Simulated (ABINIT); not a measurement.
BN:

```
N B
1.0
     1.25112    0.72234    3.37293
    -1.25112    0.72234    3.37293
     0.00000   -1.44467    3.37293
N B
1 1
Direct
  0.66724 0.66724 0.66724
  0.00033 0.00033 0.00033
```

The cell is a database's computed one.

Program: ABINIT 10.8.3 (patched build). Alike in all runs: task band structure; potentials or basis JTH PAW PBE v2.0; no spin polarisation; cell as given; k mesh 12 × 12 × 12; cutoff (eV) 844; smearing fermi-dirac 0.05 eV.

Question: Order these runs on this cell by their band gap on the k mesh, lowest first.
A. level BLYP
B. level r2SCAN
C. level LDA

Answer: C (4.10 eV), A (4.35 eV), B (4.80 eV).

Caveats: the atomic spheres overlap.

A k mesh can miss the band edges.
